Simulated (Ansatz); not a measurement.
# B (Pm-3m) in Ansatz: equation of state

Aim: energy against volume of B in PBE, for its equilibrium volume and stiffness.

Everything below comes from runs of Ansatz 0.2.0. Logs are shortened: lines on timing, memory, paths and dates and some standing lists are left out, and cuts for length are marked.

## Step 1: The structure

It takes space group Pm-3m (No. 221, cubic). The conventional cell has a = 1.885 Å, b = 1.885 Å, c = 1.885 Å, α = 90.00°, β = 90.00°, γ = 90.00°. B (site symmetry m-3m) is surrounded by 6 B at 1.89 Å.

The cell was built by a generator and needn't be a form met in nature.

## Step 2: Single point, PBE, 6.30 Å³/atom (volume scaled by 0.94)

input.yaml

```yaml
crystal:
  lattice:
    - [1.8467549156, 0.0, 0.0]
    - [0.0, 1.8467549156, 0.0]
    - [0.0, 0.0, 1.8467549156]
  atoms:
    - { symbol: B, position: [0.5, 0.5, 0.5] }
hamiltonian:
  xc: pbe
  pseudopotentials: { kind: paw }
kpoints:
  mp_grid: { grid: [14, 14, 14] }
scf:
  occupations: { method: fermi_dirac, width: 0.05 }
output:
  forces: true
  stress: true
  eigenvalues: true
```

Potentials or basis: Ansatz PAW.

Launch:

```console
$ ansatz run input.yaml --threads 2 --pin off --max-ram 5632MiB --backend cpu --events-out ev --progress --plain --runs-dir out
```

What it wrote:

```text
Warning: RAYON_NUM_THREADS=2 ignored (pool sized by the plan → 2); use --threads N
Engine: ansatz 0.2.0, aarch64-unknown-linux-gnu
Pseudopotentials: kind: paw
Pseudopotential: B, paw, valence charge 3, recommended cutoff 420 eV (normal), B.paw.azcp
Functional definition: PBE
  parameter kappa = 0.804
  parameter beta = 0.06672455060314922
  exchange = pbe_x(kappa = kappa, mu = beta*pi^2/3)
  correlation = pbe_c(beta = beta)
Crystal: 1 atoms, lattice volume = 6.298 Å³
Basis set: ecut = 420 eV, 123 PW (Γ), exchange–correlation on 30×30×30 points (8 copies of the dense FFT grid, shifted against one another)
Bands: 6, of which v1, the nominal top of the filled ones, is band 2 counted from 1 (1 counted from 0)
Symmetry: 48 space group operations
Space group: Pm-3m (ITA 221), of the structure as read, at distance tolerance 1.8e-5 Å
k-points: 120 of 2744
Non-local potential: B, projectors of the file, l = 0: 2, l = 1: 2, l = 2: 1
PAW form: soft (Blöchl's): semilocal exchange-correlation on the pseudo side does not see the compensation charge
PAW one-centre angular grid: B, 110 points (default); XC on 64 Gauss nodes
Initial density: superposition of atomic densities (neutral atoms: chi_scale 0, normalization atom), corrected by the library's trained network
Initial wavefunctions: pseudopotential atomic-orbital guess
Functional: x = pbe(κ = 0.804, μ = 0.2195149727645171), c = pbe(β = 0.06672455060314922)
SCF iter   1: F=—  HF=-154.791550 eV  |F-HF|=—  |Δ(HF+E_count)|=         —  Δρ=2.91e-3  dr2=1.32e-4  ethr=1.77e-3  ⟨swp⟩=4.4  Hψ=5370  notcnv=0
preconditioner: auto → none  [metal: Δε(μ)=0.058 eV  Ē_g=24.075 eV  σ=0.050 eV  W_gap=0.27  n_scr=0 (ndim 8)  ℏωp=25.6 eV  f_vac=0.000  D(μ)=0.55/eV (n_scr^D=6)]
SCF iter   2: F=—  HF=-154.791648 eV  |F-HF|=—  |Δ(HF+E_count)|=   9.84e-5  Δρ=1.52e-3  dr2=3.64e-5  ethr=4.39e-6  ⟨swp⟩=1.2  Hψ=1704  notcnv=0
SCF iter   3: F=—  HF=-154.791704 eV  |F-HF|=—  |Δ(HF+E_count)|=   5.61e-5  Δρ=1.33e-4  dr2=8.55e-7  ethr=1.21e-6  ⟨swp⟩=1.9  Hψ=925  notcnv=0
SCF iter   4: F=—  HF=-154.791704 eV  |F-HF|=—  |Δ(HF+E_count)|=   2.17e-7  Δρ=6.57e-5  dr2=2.10e-7  ethr=2.85e-8  ⟨swp⟩=1.0  Hψ=752  notcnv=0
iter 5 did not close the SCF: its close was put off for the readings that it lacked (scf_convergence_deferred on its scf_iter line)
SCF iter   5: F=-154.791704 eV  HF=-154.791704 eV  |F-HF|=1.56e-10  |Δ(HF+E_count)|=   5.96e-8  Δρ=1.62e-6  dr2=3.81e-11  ethr=6.98e-9  ⟨swp⟩=1.8  Hψ=899  notcnv=0
SCF iter   6: F=-154.791704 eV  HF=-154.791704 eV  |F-HF|=6.82e-13  |Δ(HF+E_count)|=  1.97e-10  Δρ=4.17e-7  dr2=7.24e-12  ethr=1.27e-12  ⟨swp⟩=1.8  Hψ=2460  notcnv=0
SCF 1 converged in 6 iterations: F = -154.791704 eV  dr2 = 7.24e-12
SCF converged after 6 iterations
Free energy (F): -154.791704 eV
Harris-Foulkes:  -154.791704 eV  (|F-HF|=6.82e-13)
Internal energy: -154.787259 eV  (E = F + TS)
E sigma→0 (E₀):  -154.789482 eV
Entropy (-TS):   -0.004444 eV (-4.444 meV/atom)
Fermi energy:    11.243437 eV
--- Per-component energies (eV) ---
  E_band       = 15.523171
  E_kinetic    = 48.270673
  E_local      = -6.040511  (includes V_loc(G=0)·N_el)
  E_nonlocal   = 12.431260
  E_hartree    = 0.916324
  E_xc         = -32.253005
  E_vxc        = -38.337603  (∫ρ·V_xc dr)
  E_paw        = -78.557721  (= ΣΔE_a)
  E_vpaw       = -2.633299  (= ΣTr[D̂ρ^β])
  E_aug_tail   = -0.000002  (compensation charges beyond the density's cutoff)
  E_ewald      = -99.554277
  E_smearing   = -0.004444  (= −TS)
  E_closure    = 0.000000  (closes the sum)
  Σ components = -154.791704   (vs F -154.791704, Δ=0.00e0)
--- Forces (eV/Å), atoms counted from 1 ---
  atom   1  B      0.00000000    -0.00000000    -0.00000000
  max |Σ_I F_I| component: 2.63e-31 eV/Å
--- Stress (GPa, compression-positive) ---
       16.603307      -0.000000       0.000000
        0.000000      16.603307       0.000000
        0.000000       0.000000      16.603307
  P = ⅓ Tr σ = 16.6033 GPa (166.033 kbar)
--- Band table (eV; the first three rows and the last of 120) ---
  k-point 0: bands = ["-5.0868", "25.5898", "25.5898", "25.5898", "36.1057", "36.1057"]
  k-point 1: bands = ["-4.9074", "23.7783", "25.7437", "25.7437", "36.3162", "38.1229"]
  k-point 2: bands = ["-4.3701", "20.2493", "26.1939", "26.1939", "36.9446", "42.0242"]
  k-point 119: bands = ["14.8866", "14.8866", "14.8866", "28.2965", "28.2965", "28.2965"]
```

It took 0.4 s on 2 threads of Arm Neoverse V1, shared host; peak memory 0.23 GiB.

What came out:

```
Free energy            : -154.7917 eV
Pressure               : 16.6 GPa
Band gap on the k mesh : none (metal or under the smearing width)
```

Caveat: the pressure holds a Pulay correction of +0.3 GPa for the finite cutoff.

## Step 3: Single point, PBE, 6.43 Å³/atom (volume scaled by 0.96)

input.yaml: that of step 2 with these lines changed.

```diff
@@ -2,5 +2,5 @@
   lattice:
-    - [1.8467549156, 0.0, 0.0]
-    - [0.0, 1.8467549156, 0.0]
-    - [0.0, 0.0, 1.8467549156]
+    - [1.8597606604, 0.0, 0.0]
+    - [0.0, 1.8597606604, 0.0]
+    - [0.0, 0.0, 1.8597606604]
   atoms:
```

Potentials or basis: Ansatz PAW.

Launch:

```console
$ ansatz run input.yaml --threads 2 --pin off --max-ram 5632MiB --backend cpu --events-out ev --progress --plain --runs-dir out
```

It took 0.4 s on 2 threads of Arm Neoverse V1, shared host; peak memory 0.23 GiB.

It converged, with:

| Property | Result |
| --- | --- |
| Free energy | -154.8031 eV |
| Pressure | 10.7 GPa |
| Band gap on the k mesh | none (metal or under the smearing width) |

Caveat: the pressure holds a Pulay correction of +0.3 GPa for the finite cutoff.

## Step 4: Single point, PBE, 6.57 Å³/atom (volume scaled by 0.98)

input.yaml: that of step 3 with these lines changed.

```diff
@@ -2,5 +2,5 @@
   lattice:
-    - [1.8597606604, 0.0, 0.0]
-    - [0.0, 1.8597606604, 0.0]
-    - [0.0, 0.0, 1.8597606604]
+    - [1.8725870013, 0.0, 0.0]
+    - [0.0, 1.8725870013, 0.0]
+    - [0.0, 0.0, 1.8725870013]
   atoms:
```

Launch:

```console
$ ansatz run input.yaml --threads 2 --pin off --max-ram 5632MiB --backend cpu --events-out ev --progress --plain --runs-dir out
```

Run time: 0.4 s. Hardware: 2 threads of Arm Neoverse V1, shared host; peak memory 0.23 GiB.

It converged, with:

```yaml
Free_energy: -154.8097 eV
Pressure: 5.3 GPa
Band_gap_on_the_k_mesh: none (metal or under the smearing width)
```

Caveat: the pressure holds a Pulay correction of +0.3 GPa for the finite cutoff.

## Step 5: Single point, PBE, 6.70 Å³/atom

input.yaml: that of step 4 with these lines changed.

```diff
@@ -2,5 +2,5 @@
   lattice:
-    - [1.8725870013, 0.0, 0.0]
-    - [0.0, 1.8725870013, 0.0]
-    - [0.0, 0.0, 1.8725870013]
+    - [1.88524, 0.0, 0.0]
+    - [0.0, 1.88524, 0.0]
+    - [0.0, 0.0, 1.88524]
   atoms:
```

Potentials or basis: Ansatz PAW.

Launch:

```console
$ ansatz run input.yaml --threads 2 --pin off --max-ram 5632MiB --backend cpu --events-out ev --progress --plain --runs-dir out
```

What it wrote:

```text
Warning: RAYON_NUM_THREADS=2 ignored (pool sized by the plan → 2); use --threads N
[... 8 set-up lines as earlier in the session ...]
Crystal: 1 atoms, lattice volume = 6.700 Å³
Basis set: ecut = 420 eV, 123 PW (Γ), exchange–correlation on 30×30×30 points (8 copies of the dense FFT grid, shifted against one another)
Bands: 6, of which v1, the nominal top of the filled ones, is band 2 counted from 1 (1 counted from 0)
[... 1 set-up line as earlier in the session ...]
Space group: Pm-3m (ITA 221), of the structure as read, at distance tolerance 1.9e-5 Å
k-points: 120 of 2744
[... 5 set-up lines as earlier in the session ...]
[... 13 lines left out ...]
Harris-Foulkes:  -154.812007 eV  (|F-HF|=6.68e-12)
Internal energy: -154.807333 eV  (E = F + TS)
E sigma→0 (E₀):  -154.809670 eV
Entropy (-TS):   -0.004674 eV (-4.674 meV/atom)
Fermi energy:    10.403235 eV
--- Per-component energies (eV) ---
  E_band       = 13.691542
  E_kinetic    = 46.750244
  E_local      = -7.071699  (includes V_loc(G=0)·N_el)
  E_nonlocal   = 12.305135
  E_hartree    = 0.999900
  E_xc         = -31.775965
  E_vxc        = -37.717274  (∫ρ·V_xc dr)
  E_paw        = -78.492959  (= ΣΔE_a)
  E_vpaw       = -2.574669  (= ΣTr[D̂ρ^β])
  E_aug_tail   = -0.000003  (compensation charges beyond the density's cutoff)
  E_ewald      = -97.521987
  E_smearing   = -0.004674  (= −TS)
  E_closure    = 0.000000  (closes the sum)
  Σ components = -154.812007   (vs F -154.812007, Δ=0.00e0)
--- Forces (eV/Å), atoms counted from 1 ---
  atom   1  B      0.00000000     0.00000000     0.00000000
  max |Σ_I F_I| component: 1.02e-30 eV/Å
--- Stress (GPa, compression-positive) ---
        0.332435      -0.000000       0.000000
       -0.000000       0.332435       0.000000
        0.000000       0.000000       0.332435
  P = ⅓ Tr σ = 0.3324 GPa (3.324 kbar)
--- Band table (eV; the first three rows and the last of 120) ---
  k-point 0: bands = ["-5.3332", "24.0418", "24.0418", "24.0418", "34.4678", "34.4678"]
  k-point 1: bands = ["-5.1596", "22.3450", "24.1862", "24.1862", "34.6684", "36.3462"]
  k-point 2: bands = ["-4.6394", "18.9969", "24.6100", "24.6100", "35.2698", "39.9950"]
  k-point 119: bands = ["13.8541", "13.8541", "13.8541", "27.0234", "27.0234", "27.0234"]
```

Run time: 0.4 s. Hardware: 2 threads of Arm Neoverse V1, shared host; peak memory 0.23 GiB.

Results:

* Free energy: -154.8120 eV
* Pressure: 0.3 GPa
* Band gap on the k mesh: none (metal or under the smearing width)

## Step 6: Single point, PBE, 6.83 Å³/atom (volume scaled by 1.02)

input.yaml: that of step 5 with these lines changed.

```diff
@@ -2,5 +2,5 @@
   lattice:
-    - [1.88524, 0.0, 0.0]
-    - [0.0, 1.88524, 0.0]
-    - [0.0, 0.0, 1.88524]
+    - [1.897725397, 0.0, 0.0]
+    - [0.0, 1.897725397, 0.0]
+    - [0.0, 0.0, 1.897725397]
   atoms:
```

Potentials or basis: Ansatz PAW.

Launch:

```console
$ ansatz run input.yaml --threads 2 --pin off --max-ram 5632MiB --backend cpu --events-out ev --progress --plain --runs-dir out
```

Wall time 0.4 s (2 threads of Arm Neoverse V1, shared host); peak memory 0.23 GiB.

Results (log left out):

| Item | Value |
| --- | --- |
| Free energy | -154.8104 eV |
| Pressure | -4.2 GPa |
| Band gap on the k mesh | none (metal or under the smearing width) |

## Step 7: Single point, PBE, 6.97 Å³/atom (volume scaled by 1.04)

input.yaml: that of step 6 with these lines changed.

```diff
@@ -2,5 +2,5 @@
   lattice:
-    - [1.897725397, 0.0, 0.0]
-    - [0.0, 1.897725397, 0.0]
-    - [0.0, 0.0, 1.897725397]
+    - [1.9100486345, 0.0, 0.0]
+    - [0.0, 1.9100486345, 0.0]
+    - [0.0, 0.0, 1.9100486345]
   atoms:
@@ -18 +18,5 @@
   eigenvalues: true
+  write_density: true
+  write_potential: true
+  elf: true
+  volumetric_format: npy
```

Launch:

```console
$ ansatz run input.yaml --threads 2 --pin off --max-ram 5632MiB --backend cpu --events-out ev --progress --plain --runs-dir out
```

It took 0.51 s on 2 threads of Arm Neoverse V1, shared host; peak memory 0.24 GiB.

Results (log left out):

```yaml
Free_energy: -154.8052 eV
Pressure: -8.2 GPa
Band_gap_on_the_k_mesh: none (metal or under the smearing width)
```

## Step 8: Single point, PBE, 7.10 Å³/atom (volume scaled by 1.06)

input.yaml: that of step 7 with these lines changed.

```diff
@@ -2,5 +2,5 @@
   lattice:
-    - [1.9100486345, 0.0, 0.0]
-    - [0.0, 1.9100486345, 0.0]
-    - [0.0, 0.0, 1.9100486345]
+    - [1.9222148773, 0.0, 0.0]
+    - [0.0, 1.9222148773, 0.0]
+    - [0.0, 0.0, 1.9222148773]
   atoms:
```

Launch:

```console
$ ansatz run input.yaml --threads 2 --pin off --max-ram 5632MiB --backend cpu --events-out ev --progress --plain --runs-dir out
```

Run time: 0.51 s. Hardware: 2 threads of Arm Neoverse V1, shared host; peak memory 0.24 GiB.

The run converged. Its results:

- Free energy: -154.7967 eV
- Pressure: -11.9 GPa
- Band gap on the k mesh: none (metal or under the smearing width)

## Step 9: Equation of state, PBE

Potentials or basis: Ansatz PAW.

This step only gathers the single runs of the series.

What came out:

* Equilibrium volume: 6.71 Å³/atom
* Bulk modulus: 234 GPa
* Pressure derivative of the bulk modulus: 3.7

Energy against volume, from the lowest point:
| volume (Å³/atom) | energy (meV/atom) |
| --- | --- |
| 6.298 | 20.30 |
| 6.432 | 8.92 |
| 6.566 | 2.31 |
| 6.700 | 0.00 |
| 6.834 | 1.62 |
| 6.968 | 6.84 |
| 7.102 | 15.29 |
